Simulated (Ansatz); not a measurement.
**HfO2: one crystal by all-electron and frozen-core methods**

Aim: solve HfO2 at one geometry with full-potential LAPW, frozen-core PAW and all-electron PAW on datasets made for the crystal, and see where they agree.

Method: DFT PBE, scalar-relativistic, in Ansatz 0.2.0.

## 1. The system as given

The structure is cubic, space group Fm-3m (No. 225). Conventional cell: a = 5.115 Å, b = 5.115 Å, c = 5.115 Å, α = 90.00°, β = 90.00°, γ = 90.00°. Around Hf (site symmetry m-3m) lie 8 O at 2.21 Å. O (site symmetry -43m) has 4 Hf at 2.21 Å as nearest neighbours.

Structure file:

```xyz
3
Lattice="0.0000 2.5575 2.5575 2.5575 0.0000 2.5575 2.5575 2.5575 0.0000" Properties=species:S:1:pos:R:3 pbc="T T T"
Hf    0.0000    0.0000    0.0000
O     1.2788    1.2788    1.2788
O     3.8363    3.8363    3.8363
```

The structure is an experimental refinement, used without relaxation.

Atoms are numbered in the order of the input: Hf1, O2, O3.

## 2. Full-potential LAPW

Input file input.yaml:

```yaml
crystal:
  lattice:
    - [0.0, 2.5575, 2.5575]
    - [2.5575, 0.0, 2.5575]
    - [2.5575, 2.5575, 0.0]
  atoms:
    - { symbol: Hf, position: [0.0, 0.0, 0.0] }
    - { symbol: O, position: [0.25, 0.25, 0.25] }
    - { symbol: O, position: [0.75, 0.75, 0.75] }
kpoints:
  mp_grid: { grid: [9, 9, 9] }
  band_path:
    path:
      - [0.0, 0.0, 0.0]
      - [0.5, 0.0, 0.5]
      - [0.625, 0.25, 0.625]
      - [0.375, 0.375, 0.75]
      - [0.0, 0.0, 0.0]
      - [0.5, 0.5, 0.5]
      - [0.5, 0.25, 0.75]
      - [0.5, 0.0, 0.5]
    npoints: 8
scf:
  occupations: { method: fermi_dirac, width: 0.01 }
hamiltonian:
  xc: pbe
  pseudopotentials: { kind: all_electron, lapw: { basis_error: 0.001 } }
output:
  forces: true
  stress: true
  eigenvalues: true
  populations: true
  dos: { projected: true, de: 0.2, e_range: [-14, 8] }
```

What it wrote:

```text
Hf: projections on atomic orbitals take those of the free atom 1s2 2s2 2p6 3s2 3p6 3d10 4s2 4p6 4d10 4f14 5s2 5p6 5d2 6s2, of charge +0.00 (hamiltonian.pseudopotentials.projection_atoms)
O: projections on atomic orbitals take those of the free atom 1s2 2s2 2p4, of charge +0.00 (hamiltonian.pseudopotentials.projection_atoms)
LAPW: plane waves up to 9.874 Å⁻¹, error target 1.0e-3 eV per atom; small_component_spin mean_spin; O in spheres of 0.952 Å, 8 of its electrons in bands, Dirac shells []; Hf in spheres of 1.263 Å, 42 of its electrons in bands, Dirac shells []
Engine: ansatz 0.2.0
Pseudopotentials: kind: all_electron
Pseudopotential: Hf, LAPW, valence charge 42, Koelling and Harmon's equation, gaussian nucleus
Pseudopotential: O, LAPW, valence charge 8, Koelling and Harmon's equation, gaussian nucleus
Functional definition: PBE
  parameter kappa = 0.804
  parameter beta = 0.06672455060314922
  exchange = pbe_x(kappa = kappa, mu = beta*pi^2/3)
  correlation = pbe_c(beta = beta)
Crystal: 3 atoms, lattice volume = 33.456 Å³
Basis set: ecut = 371.47124322015463 eV, 537 PW (Γ), exchange–correlation at level 2
Bands: 35, of which v1, the nominal top of the filled ones, is band 29 counted from 1 (28 counted from 0)
Symmetry: 48 space group operations
Space group: Fm-3m (ITA 225), of the structure as read, at distance tolerance 3.2e-5 Å
k-points: 35 of 729
Non-local potential: Hf, projectors of the file, none
Non-local potential: O, projectors of the file, none
Initial density: superposition of atomic densities (chi_scale 0.1, normalization cell, long waves kept (reshape's long-wave potential 0.00 eV rms))
Initial wavefunctions: plane waves of lowest kinetic energy (no species holds an atomic orbital)
Functional: x = pbe(κ = 0.804, μ = 0.2195149727645171), c = pbe(β = 0.06672455060314922)
iter 1 solved again at ethr=1.32e-2 eV; its pass at ethr=1.00e-1 eV (dr2=7.67e0 eV) is discarded
SCF iter   1: F=—  HF=-414356.389883 eV  |F-HF|=—  |Δ(HF+E_count)|=         —  Δρ=1.41e-1  dr2=7.66e0  ethr=1.32e-2  ⟨swp⟩=2.0  Hψ=7545  notcnv=0
preconditioner: auto → none  [insulator: Δε(μ)=6.994 eV  Ē_g=19.459 eV  σ=0.010 eV  W_gap=1.00  n_scr=14 (ndim 8)  ℏωp=38.5 eV  f_vac=0.045  D(μ)=0.00/eV (n_scr^D=0)  ε∞_Penn≈4.9]
SCF iter   2: F=—  HF=-414353.633895 eV  |F-HF|=—  |Δ(HF+E_count)|=    2.76e0  Δρ=6.23e-2  dr2=1.23e0  ethr=1.32e-2  ⟨swp⟩=3.0  Hψ=3696  notcnv=0
SCF iter   3: F=—  HF=-414352.217609 eV  |F-HF|=—  |Δ(HF+E_count)|=    1.42e0  Δρ=2.45e-2  dr2=2.38e-1  ethr=2.11e-3  ⟨swp⟩=3.0  Hψ=4060  notcnv=0
iter 4 solved again at ethr=9.62e-6 eV; its pass at ethr=4.10e-4 eV (dr2=5.58e-3 eV) is discarded
SCF iter   4: F=—  HF=-414352.206275 eV  |F-HF|=—  |Δ(HF+E_count)|=         —  Δρ=3.90e-3  dr2=5.58e-3  ethr=9.62e-6  ⟨swp⟩=2.0  Hψ=6548  notcnv=0
the basis was enlarged: its passes take 540.0 KiB over the memory plan, 1 of 1 planned eigensolver slots
SCF iter   5: F=—  HF=-414352.183612 eV  |F-HF|=—  |Δ(HF+E_count)|=   2.27e-2  Δρ=5.17e-3  dr2=1.14e-2  ethr=9.62e-6  ⟨swp⟩=2.8  Hψ=3926  notcnv=0
SCF iter   6: F=—  HF=-414352.179381 eV  |F-HF|=—  |Δ(HF+E_count)|=   4.23e-3  Δρ=2.64e-3  dr2=2.97e-3  ethr=9.62e-6  ⟨swp⟩=2.0  Hψ=3880  notcnv=0
SCF iter   7: F=—  HF=-414352.177716 eV  |F-HF|=—  |Δ(HF+E_count)|=   1.66e-3  Δρ=1.51e-4  dr2=4.99e-6  ethr=5.13e-6  ⟨swp⟩=2.0  Hψ=3875  notcnv=0
SCF iter   8: F=—  HF=-414352.177723 eV  |F-HF|=—  |Δ(HF+E_count)|=   6.72e-6  Δρ=6.41e-5  dr2=1.81e-6  ethr=8.60e-9  ⟨swp⟩=3.0  Hψ=3902  notcnv=0
SCF iter   9: F=—  HF=-414352.177723 eV  |F-HF|=—  |Δ(HF+E_count)|=   3.86e-7  Δρ=1.50e-5  dr2=1.00e-7  ethr=3.12e-9  ⟨swp⟩=2.0  Hψ=3676  notcnv=0
SCF iter  10: F=-414352.177723 eV  HF=-414352.177723 eV  |F-HF|=9.90e-10  |Δ(HF+E_count)|=   2.95e-8  Δρ=1.58e-6  dr2=1.10e-9  ethr=1.73e-10  ⟨swp⟩=2.0  Hψ=3675  notcnv=0
SCF 1 converged in 10 iterations: F = -414352.177723 eV  dr2 = 1.10e-9
the search or the solves at the SCF's close seem to have found levels that the self-consistency loop had missed (the run counts 1). By its estimate they hold under 1e-12 electrons; where the run keeps them, the occupations were computed again with them
NSCF: frozen V_eff on 57 k-points
SCF converged after 10 iterations
Free energy (F): -414352.177723 eV
Harris-Foulkes:  -414352.177723 eV  (|F-HF|=9.90e-10)
Internal energy: -414352.177723 eV  (E = F + TS)
E sigma→0 (E₀):  -414352.177723 eV
Fermi energy:    17.636823 eV
--- Per-component energies (eV) ---
  E_band       = -5901.164015
  E_kinetic    = 460572.234099
  E_xc         = -8883.029273
  E_electrostatic = -866041.382549  (all electrons and nuclei)
  E_smearing   = -0.000000  (= −TS)
  E_closure    = 0.000000  (closes the sum)
  E_atoms      = -414324.728036  (free atoms, spherical and without spin; not in F)
  Σ components = -414352.177723   (vs F -414352.177723, Δ=0.00e0)
  Basis errors (estimates in eV, not in F): energy 3.7e-4 per atom: plane waves 3.3e-4 (1.9e-4 summed), levels above the bands 0.0e0, relativity 9.0e-8, radial functions 4.2e-5, core shells 1.2e-6; eigenvalues (radial functions only) 3.9e-6; not estimated: angular momenta, meshes, grids; target (lapw.basis_error) 1.0e-3; muffin-tin radii O 0.952 Å, Hf 1.263 Å
--- Forces (eV/Å), atoms counted from 1 ---
  atom   1  Hf     0.00000000    -0.00000000     0.00000000
  atom   2  O      0.00000000     0.00000000     0.00000000
  atom   3  O      0.00000000     0.00000000    -0.00000000
  max |Σ_I F_I| component: 1.50e-17 eV/Å
--- Stress (GPa, compression-positive) ---
       -2.455831       0.000000      -0.000000
        0.000000      -2.455831      -0.000000
       -0.000000      -0.000000      -2.455831
  P = ⅓ Tr σ = -2.4558 GPa (-24.558 kbar)
--- Band table (eV; the first three rows and the last of 35) ---
  k-point 0: bands = ["-488.3754", "-488.3754", "-356.8643", "-356.8643", "-356.8643", "-184.7591", "-184.7591", "-184.7347", "-184.7347", "-184.7347", "-45.3853", "-13.9081", "-13.9081", "-13.9081", "-2.8348", "-0.0976", "4.6910", "4.6910", "4.6910", "4.7520", "4.7520", "4.7520", "4.9476", "10.5439", "10.5439", "10.5439", "15.1685", "15.1685", "15.1685", "19.5904", "19.5904", "21.3472", "25.8807", "25.8807", "25.8807"]
  k-point 1: bands = ["-488.3754", "-488.3754", "-356.8643", "-356.8643", "-356.8643", "-184.7591", "-184.7591", "-184.7347", "-184.7347", "-184.7347", "-45.3839", "-13.9566", "-13.9134", "-13.9134", "-2.6804", "-0.2055", "4.6934", "4.6934", "4.6939", "4.7480", "4.7480", "4.7521", "4.9138", "10.6625", "10.6625", "10.8718", "14.7958", "14.9443", "14.9443", "19.8135", "19.8135", "21.8476", "25.3356", "25.6773", "25.6773"]
  k-point 2: bands = ["-488.3754", "-488.3754", "-356.8643", "-356.8643", "-356.8643", "-184.7591", "-184.7591", "-184.7347", "-184.7347", "-184.7347", "-45.3803", "-14.0760", "-13.9268", "-13.9268", "-2.2920", "-0.4499", "4.6985", "4.6985", "4.7030", "4.7391", "4.7391", "4.7524", "4.8466", "10.9677", "10.9677", "11.6728", "14.0068", "14.4915", "14.4915", "20.2029", "20.2029", "22.6008", "24.6691", "25.2689", "25.2689"]
  k-point 34: bands = ["-488.3754", "-488.3754", "-356.8643", "-356.8643", "-356.8643", "-184.7591", "-184.7591", "-184.7347", "-184.7347", "-184.7347", "-45.3695", "-14.2011", "-14.1414", "-14.0146", "-1.0140", "-1.0095", "4.7139", "4.7180", "4.7200", "4.7238", "4.7268", "4.7395", "4.7458", "10.5352", "10.9670", "12.9790", "13.3902", "14.4442", "15.4282", "20.4089", "20.8148", "22.6232", "22.8035", "23.9001", "28.0957"]
--- Löwdin populations: 3 sites ---
  site symbol       q [e]
     0     Hf     70.5186
     1      O      8.6937
     2      O      8.6937
  spilling = 0.001069 (of n_electrons = 88.000000)
```

Run time: 18 s. Hardware: 1 thread, shared host.

Read from it: pressure -2.46 GPa; gap 3.71 eV, direct at X.

Levels at the path's labelled points, in eV from the valence-band top:

```csv
point,band 26,band 27,band 28,band 29,band 30,band 31,band 32
Γ,-5.23,-0.60,-0.60,-0.60,3.82,3.82,5.57
X,-3.41,-1.54,-1.54,0.00,3.71,5.38,6.40
U,-3.30,-2.21,-1.33,-0.33,4.23,5.30,6.69
K,-3.30,-2.21,-1.33,-0.33,4.23,5.30,6.69
Γ,-5.23,-0.60,-0.60,-0.60,3.82,3.82,5.57
L,-3.06,-2.67,-1.81,-1.81,4.51,4.51,6.75
W,-2.53,-2.53,-1.40,-0.20,4.71,5.04,6.86
X,-3.41,-1.54,-1.54,0.00,3.71,5.38,6.40
```

States per cell in windows of 1 eV (zero at the valence-band top; grid of 0.20 eV, so sharp peaks spill over the borders):

```csv
from,to,total,O 2p,Hf 5d
-10,-9,0.00,0.00,0.00
-9,-8,0.00,0.00,0.00
-8,-7,0.00,0.00,0.00
-7,-6,0.04,0.02,0.01
-6,-5,0.74,0.51,0.17
-5,-4,3.05,2.23,0.70
-4,-3,2.11,1.70,0.27
-3,-2,1.58,1.33,0.16
-2,-1,2.91,2.56,0.25
-1,0,1.58,1.48,0.06
0,1,0.00,0.00,0.00
1,2,0.00,0.00,0.00
2,3,0.00,0.00,0.00
3,4,0.04,0.01,0.03
4,5,3.09,0.34,2.66
5,6,0.87,0.05,0.80
6,7,1.32,0.07,0.82
7,8,1.74,0.24,1.11
```

## 3. Frozen-core PAW

input.yaml: that of step 2 with these lines changed.

```diff
@@ -26,3 +26,3 @@
   xc: pbe
-  pseudopotentials: { kind: all_electron, lapw: { basis_error: 0.001 } }
+  pseudopotentials: { kind: paw }
 output:
@@ -31,3 +31,5 @@
   eigenvalues: true
+  efg: { contact_densities: true }
   populations: true
+  bader: true
   dos: { projected: true, de: 0.2, e_range: [-14, 8] }
```

What it wrote:

```text
Hf: output.efg is read without spin–orbit coupling, which moves field gradients at and beside such atoms by some per cent and up to a factor of two; PAW files take it under magnetization.noncollinear and magnetization.spin_orbit
[... 1 set-up line as earlier in the session ...]
Pseudopotentials: kind: paw
Pseudopotential: Hf, paw, valence charge 26, recommended cutoff 420 eV (normal)
Pseudopotential: O, paw, valence charge 6, recommended cutoff 420 eV (normal)
[... 5 set-up lines as earlier in the session ...]
Crystal: 3 atoms, lattice volume = 33.456 Å³
Basis set: ecut = 420 eV, 645 PW (Γ), exchange–correlation on 50×50×50 points (8 copies of the dense FFT grid, shifted against one another)
Bands: 23, of which v1, the nominal top of the filled ones, is band 19 counted from 1 (18 counted from 0)
[... 2 set-up lines as earlier in the session ...]
k-points: 35 of 729
Non-local potential: Hf, projectors of the file, l = 0: 3, l = 1: 2, l = 2: 2, l = 3: 3
Non-local potential: O, projectors of the file, l = 0: 2, l = 1: 2, l = 2: 1
PAW form: soft (Blöchl's): semilocal exchange-correlation on the pseudo side does not see the compensation charge
PAW one-centre angular grid: Hf, 590 points (default); XC on 64 Gauss nodes
PAW one-centre angular grid: O, 110 points (default); XC on 64 Gauss nodes
Initial density: superposition of atomic densities (neutral atoms: chi_scale 0, normalization atom), corrected by the library's trained network
Initial wavefunctions: pseudopotential atomic-orbital guess
[... 1 set-up line as earlier in the session ...]
SCF iter   1: F=—  HF=-16861.406427 eV  |F-HF|=—  |Δ(HF+E_count)|=         —  Δρ=2.41e-3  dr2=1.40e-3  ethr=1.77e-3  ⟨swp⟩=5.0  Hψ=2999  notcnv=0
preconditioner: auto → none  [insulator: Δε(μ)=3.846 eV  Ē_g=18.148 eV  σ=0.010 eV  W_gap=1.00  n_scr=14 (ndim 8)  ℏωp=38.5 eV  f_vac=0.066  D(μ)=0.00/eV (n_scr^D=0)  ε∞_Penn≈5.5]
SCF iter   2: F=—  HF=-16861.407365 eV  |F-HF|=—  |Δ(HF+E_count)|=   9.38e-4  Δρ=1.83e-3  dr2=8.09e-4  ethr=3.68e-6  ⟨swp⟩=2.0  Hψ=1802  notcnv=0
SCF iter   3: F=—  HF=-16861.407254 eV  |F-HF|=—  |Δ(HF+E_count)|=   1.11e-4  Δρ=6.76e-4  dr2=5.71e-5  ethr=2.13e-6  ⟨swp⟩=2.0  Hψ=1290  notcnv=0
SCF iter   4: F=—  HF=-16861.407536 eV  |F-HF|=—  |Δ(HF+E_count)|=   2.82e-4  Δρ=1.20e-4  dr2=4.09e-6  ethr=1.50e-7  ⟨swp⟩=2.0  Hψ=1557  notcnv=0
SCF iter   5: F=—  HF=-16861.407535 eV  |F-HF|=—  |Δ(HF+E_count)|=   7.22e-7  Δρ=5.43e-5  dr2=6.44e-7  ethr=1.08e-8  ⟨swp⟩=2.1  Hψ=1060  notcnv=0
SCF iter   6: F=-16861.407535 eV  HF=-16861.407535 eV  |F-HF|=6.15e-8  |Δ(HF+E_count)|=   8.27e-8  Δρ=9.55e-6  dr2=1.52e-8  ethr=2.63e-10  ⟨swp⟩=3.1  Hψ=3658  notcnv=0
SCF 1 converged in 6 iterations: F = -16861.407535 eV  dr2 = 1.52e-8
NSCF: frozen V_eff on 57 k-points
SCF converged after 6 iterations
Free energy (F): -16861.407535 eV
Harris-Foulkes:  -16861.407535 eV  (|F-HF|=6.15e-8)
Internal energy: -16861.407535 eV  (E = F + TS)
E sigma→0 (E₀):  -16861.407535 eV
Fermi energy:    17.391627 eV
--- Per-component energies (eV) ---
  E_band       = 31.843087
  E_kinetic    = 769.824992
  E_local      = -5811.764049  (includes V_loc(G=0)·N_el)
  E_nonlocal   = -1147.593936
  E_hartree    = 2659.729715
  E_xc         = -447.325075
  E_vxc        = -454.250798  (∫ρ·V_xc dr)
  E_paw        = -7242.176978  (= ΣΔE_a)
  E_vpaw       = 1356.170783  (= ΣTr[D̂ρ^β])
  E_aug_tail   = 0.004955  (compensation charges beyond the density's cutoff)
  E_ewald      = -5642.107159
  E_smearing   = -0.000000  (= −TS)
  E_closure    = 0.000000  (closes the sum)
  Σ components = -16861.407535   (vs F -16861.407535, Δ=0.00e0)
--- Forces (eV/Å), atoms counted from 1 ---
  atom   1  Hf    -0.00000000    -0.00000000     0.00000000
  atom   2  O      0.00000000     0.00000000    -0.00000000
  atom   3  O      0.00000000    -0.00000000    -0.00000000
  max |Σ_I F_I| component: 9.25e-18 eV/Å
--- Stress (GPa, compression-positive) ---
       -2.460357      -0.000000       0.000000
        0.000000      -2.460357       0.000000
        0.000000       0.000000      -2.460357
  P = ⅓ Tr σ = -2.4604 GPa (-24.604 kbar)
--- PAW observables at the nuclei: V_zz in 10²¹ V/m², potentials from the cell's mean, atoms counted from 1 ---
  atom   1  Hf V_zz =    +0.000000   η = 0.0000   by run symmetry: forbidden
            electrostatic potential = -14179.987021 V   contact ρ = 7528558.905445 e/Å³
  atom   2  O  V_zz =    -0.000000   η = 0.0000   by run symmetry: forbidden
            electrostatic potential = -631.315721 V   contact ρ = 2156.418296 e/Å³
  atom   3  O  V_zz =    +0.000000   η = 0.0000   by run symmetry: forbidden
            electrostatic potential = -631.315721 V   contact ρ = 2156.418296 e/Å³
--- Band table (eV; the first three rows and the last of 35) ---
  k-point 0: bands = ["-45.6331", "-14.1577", "-14.1577", "-14.1577", "-3.0841", "-0.3481", "4.4653", "4.4653", "4.4653", "4.5266", "4.5266", "4.5266", "4.7215", "10.2960", "10.2960", "10.2960", "14.9189", "14.9189", "14.9189", "19.3477", "19.3477", "21.1024", "25.6339"]
  k-point 1: bands = ["-45.6317", "-14.2063", "-14.1630", "-14.1630", "-2.9297", "-0.4558", "4.4676", "4.4676", "4.4682", "4.5225", "4.5225", "4.5267", "4.6877", "10.4145", "10.4145", "10.6230", "14.5470", "14.6957", "14.6957", "19.5702", "19.5702", "21.6029", "25.0888"]
  k-point 2: bands = ["-45.6281", "-14.3259", "-14.1765", "-14.1765", "-2.5413", "-0.6999", "4.4728", "4.4728", "4.4773", "4.5136", "4.5136", "4.5270", "4.6207", "10.7197", "10.7197", "11.4235", "13.7589", "14.2435", "14.2435", "19.9582", "19.9582", "22.3556", "24.4231"]
  k-point 34: bands = ["-45.6173", "-14.4512", "-14.3915", "-14.2645", "-1.2629", "-1.2585", "4.4883", "4.4924", "4.4944", "4.4982", "4.5013", "4.5138", "4.5201", "10.2872", "10.7191", "12.7314", "13.1428", "14.1976", "15.1792", "20.1641", "20.5662", "22.3756", "22.5567"]
--- Löwdin populations: 3 sites ---
  site symbol       q [e]
     0     Hf     24.5153
     1      O      6.6939
     2      O      6.6939
  spilling = 0.002550 (of n_electrons = 38.000000)
--- Bader charges: 3 sites ---
  site symbol  charge [e]  shift [e]
     0     Hf      2.6866     0.0038
     1      O     -1.3433     0.0019
     2      O     -1.3433     0.0019
  estimated error of the sums over rays = 2.2e-4 e
```

Wall time 13 s (1 thread, shared host).

In short: pressure -2.46 GPa; gap 3.72 eV, direct at X.

```csv
atom,Bader charge (e),basin volume (Å³)
Hf1,+2.69,10.00
O2,-1.34,11.73
```

## 4. All-electron PAW on datasets made for the crystal

input.yaml: that of step 3 with these lines changed.

```diff
@@ -26,3 +26,3 @@
   xc: pbe
-  pseudopotentials: { kind: paw }
+  pseudopotentials: { kind: all_electron, datasets: crystal }
 output:
@@ -32,4 +32 @@
   efg: { contact_densities: true }
-  populations: true
-  bader: true
-  dos: { projected: true, de: 0.2, e_range: [-14, 8] }
```

What it wrote (excerpt; [...] marks lines left out):

```text
[...]
Hf: output.efg is read without spin–orbit coupling, which moves field gradients at and beside such atoms by some per cent and up to a factor of two; PAW files take it under magnetization.noncollinear and magnetization.spin_orbit
[...]
[... 1 set-up line as earlier in the session ...]
Pseudopotential: Hf, paw, valence charge 26, recommended cutoff 440 eV (normal), Koelling and Harmon's equation, gaussian nucleus
Pseudopotential: O, paw, valence charge 6, recommended cutoff 440 eV (normal), Koelling and Harmon's equation, gaussian nucleus
[... 1 set-up line as earlier in the session ...]
[...]
Crystal: 3 atoms, lattice volume = 33.456 Å³
Basis set: ecut = 440 eV, 725 PW (Γ), exchange–correlation on 50×50×50 points (8 copies of the dense FFT grid, shifted against one another)
Bands: 23, of which v1, the nominal top of the filled ones, is band 19 counted from 1 (18 counted from 0)
[... 1 set-up line as earlier in the session ...]
[...]
       -2.458071      -0.000000      -0.000000
       -0.000000      -2.458071       0.000000
       -0.000000      -0.000000      -2.458071
  P = ⅓ Tr σ = -2.4581 GPa (-24.581 kbar)
--- PAW observables at the nuclei: V_zz in 10²¹ V/m², potentials from the cell's mean, atoms counted from 1 ---
  atom   1  Hf V_zz =    -0.000000   η = 0.0000   by run symmetry: forbidden
            electrostatic potential = -14179.868640 V   contact ρ = 7525153.752731 e/Å³
  atom   2  O  V_zz =    +0.000000   η = 0.0000   by run symmetry: forbidden
            electrostatic potential = -631.344750 V   contact ρ = 2156.945003 e/Å³
  atom   3  O  V_zz =    +0.000000   η = 0.0000   by run symmetry: forbidden
            electrostatic potential = -631.344750 V   contact ρ = 2156.945003 e/Å³
--- Band table (eV; the first three rows and the last of 35) ---
  k-point 0: bands = ["-45.3852", "-13.9080", "-13.9080", "-13.9080", "-2.8348", "-0.0976", "4.6911", "4.6911", "4.6911", "4.7518", "4.7518", "4.7518", "4.9472", "10.5438", "10.5438", "10.5438", "15.1685", "15.1685", "15.1685", "19.5904"]
[...]
```

Run time: 12 s. Hardware: 1 thread, shared host.

Result: pressure -2.46 GPa; gap 3.71 eV, direct at X.

```csv
atom,contact density (e/Å³)
Hf1,7525154
O2,2156.945
```

## 5. The methods compared

Highest filled and lowest empty level at the labelled points (eV from each run's valence-band top):

```csv
point,LAPW top,LAPW bottom,PAW top,PAW bottom,crystal datasets top,crystal datasets bottom
Γ,-0.60,3.82,-0.61,3.82,-0.60,3.82
X,0.00,3.71,0.00,3.72,0.00,3.71
U,-0.33,4.23,-0.33,4.23,-0.33,4.23
K,-0.33,4.23,-0.33,4.23,-0.33,4.23
Γ,-0.60,3.82,-0.61,3.82,-0.60,3.82
L,-1.81,4.51,-1.81,4.52,-1.81,4.51
W,-0.20,4.71,-0.20,4.72,-0.20,4.71
X,0.00,3.71,0.00,3.72,0.00,3.71
```

| method | pressure (GPa) | gap (eV) | SCF cycles, all passes |
| --- | --- | --- | --- |
| LAPW | -2.46 | 3.71 | 10 |
| PAW | -2.46 | 3.72 | 6 |
| crystal datasets | -2.46 | 3.71 | 11 |

## 6. Results

| quantity | value |
| --- | --- |
| pressure | LAPW -2.46, PAW -2.46, crystal datasets -2.46 GPa |
| gap (LAPW) | 3.71 eV, direct at X |
| Bader charges (PAW) | Hf1 +2.69, O2 -1.34 e |

What this shows: At this geometry the cell is under tension of 2.5 GPa, so it would shrink if let go. A gap opens: 3.71 eV, direct at X. Spin-orbit coupling is left out, though the cell holds Hf; it can shift such gaps by tenths of an eV. O 2p states make 94 % of the projected weight in the top eV of the valence band. The projection holds only the free atom's occupied shells (Hf 6s, Hf 5d, O 2s, O 2p in this range). In pressure, PAW differs from LAPW by less than 0.01 GPa and less than 0.01 eV in the gap.

The gaps are Kohn-Sham values of a semilocal functional, not quasiparticle or optical gaps. Such gaps usually fall short of the measured ones.
